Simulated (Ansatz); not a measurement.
Levels of theory for MgO (rocksalt)

Measured values to be reproduced:
- lattice constant a: 4.212 Å (cubic lattice constant; quoted experiment; literature value, temperature not stated; quoted in “Infrared Optical Properties of Ferropericlase (Mg1-xFexO): Experiment and Theory”, 2007, arxiv:0704.2267)
- band gap: 7.83 eV (direct gap at Gamma, low temperature; Literature low-temperature value quoted in the theory part; exact temperature and method not stated; quoted in “The Band-Gap Studies of Short-Period CdO/MgO Superlattices”, 2021, pmc:8035356)
- ε∞: 2.95 ± 0.1 (high-frequency dielectric constant; 295 K; infrared reflectance, oscillator fit; “Infrared Optical Properties of Ferropericlase (Mg1-xFexO): Experiment and Theory”, 2007, arxiv:0704.2267)

The calculated numbers come from the plane-wave code Ansatz. Calculated for a static, non-magnetic cell.

Rocksalt MgO, relaxed with r2SCAN. The symmetry is Fm-3m (No. 225, cubic); a = 4.204 Å in the conventional setting, 9.29 Å³ an atom. Mg is surrounded by 6 O at 2.10 Å; O is surrounded by 6 Mg at 2.10 Å.

```cif
data_structure
_symmetry_space_group_name_H-M 'Fm-3m'
_symmetry_Int_Tables_number 225
_cell_length_a 4.2043
_cell_length_b 4.2043
_cell_length_c 4.2043
_cell_angle_alpha 90.000
_cell_angle_beta 90.000
_cell_angle_gamma 90.000
_cell_volume 74.32
loop_
_atom_site_label
_atom_site_type_symbol
_atom_site_symmetry_multiplicity
_atom_site_Wyckoff_symbol
_atom_site_fract_x
_atom_site_fract_y
_atom_site_fract_z
_atom_site_occupancy
Mg1 Mg 4 a 0.00000 0.00000 0.00000 1
O1 O 4 b 0.50000 0.00000 0.00000 1
```

Relaxed lattice by functional, symmetry kept:
```csv
functional,k mesh,a (Å),volume (Å³/atom)
PBE,10×10×10,4.253,9.62
r2SCAN,10×10×10,4.204,9.29
```

On this one geometry the levels give:

| level | k mesh | gap (eV) | kind | edges | least direct gap (eV) | rough cost |
| --- | --- | --- | --- | --- | --- | --- |
| PBE | 10×10×10 | 4.80 | direct | Γ | 4.80 | 2.3 core-seconds |
| r2SCAN | 10×10×10 | 5.68 | direct | Γ | 5.68 | 4 core-seconds |
| HSE06 | 8×8×8 | 6.54 | direct | Γ | 6.54 | 70 core-seconds |
| PBE0 | 8×8×8 | 7.28 | direct | Γ | 7.28 | 70 core-seconds |
| G0W0@PBE (55 empty bands, 120 eV, 6×6×6) | 6×6×6 | 7.13 | – | Γ (mesh) | – | 23 core-seconds |

PBE: smearing of 0.02 eV; the others have fixed occupations.
Wave cutoffs: 420 eV, 500 eV (r2SCAN).
The G0W0 gap is PBE's gap over the path plus the quasiparticle shift read on the mesh. No extrapolation in bands, cutoff or mesh was made for G0W0.
Costs come from shared machines and give only the order; PBE's includes the band path. The runs had 2 threads of Arm Neoverse N1, on a shared host.

The HSE06 gap is direct at Γ: 6.54 eV.

r2SCAN covers 51 % of the step from PBE to HSE06, while HSE06 needs about 15 times r2SCAN's cost (on a coarser mesh). All these functionals give a gap of the same kind, direct.

r2SCAN (ground state on 8×8×8): The clamped-ion dielectric constant comes out as 3.00 in all directions. Born charges, averaged over directions: Mg +1.98, O -1.98 e.

Calculation and measurement side by side:
- Lattice constant a, measured 4.212 Å: PBE 4.253 (+1.0 %), r2SCAN 4.204 (-0.2 %).
- Gap, measured 7.83 eV (direct): PBE 4.80 (-3.03), r2SCAN 5.68 (-2.15), HSE06 6.54 (-1.29), PBE0 7.28 (-0.55), G0W0@PBE (55 empty bands, 120 eV, 6×6×6) 7.13 (-0.70) eV.
- ε∞, measured 2.95: r2SCAN gives 3.00 in all directions.
The calculated lattice is static; the measured one holds thermal expansion and zero-point motion. Measured gaps include zero-point and thermal shifts, optical ones also the exciton binding, and spin-orbit coupling, which these levels lack. Reports marked as nanostructured, strained, doped, implanted or mixed samples, and transport gaps, were set aside.

The meshes of the hybrids are coarse, so their gaps aren't converged to the digits shown.
